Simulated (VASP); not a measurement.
The system is SnO2 (Cassiterite).

```
CELL_PARAMETERS angstrom
4.73800 0.00000 0.00000
0.00000 4.73800 0.00000
0.00000 0.00000 3.18650
ATOMIC_POSITIONS crystal
Sn 0.50000 0.50000 0.50000
Sn 0.00000 0.00000 0.00000
O 0.80710 0.19290 0.50000
O 0.69290 0.69290 0.00000
O 0.19290 0.80710 0.50000
O 0.30710 0.30710 0.00000
```

Base run:

- Program: VASP 6.6.1
- Functional: PBE
- Potentials or basis: VASP PAW PBE potentials, release 64 (Sn_d, O)
- Cutoff: 520 eV
- k mesh: 6 × 6 × 8
- Occupations: gaussian, width 0.013 eV
- Spin: no spin polarisation

Its results: band gap on the k mesh 1.27 eV, direct; pressure 11.8 GPa; largest force 0.294 eV/Å.

Q: The run is repeated on the same cell with these changes: functional from PBE to SCAN; occupations from gaussian, width 0.013 eV to fermi-dirac, width 0.05 eV. What comes out?

A: Band gap on the k mesh 1.88 eV, direct; pressure 3.5 GPa; largest force 0.262 eV/Å.

Caveats: spin-orbit coupling is left out, which moves the levels of the heavy elements; the PAW data sets were made with another functional, which shifts forces and pressure a little (some runs).
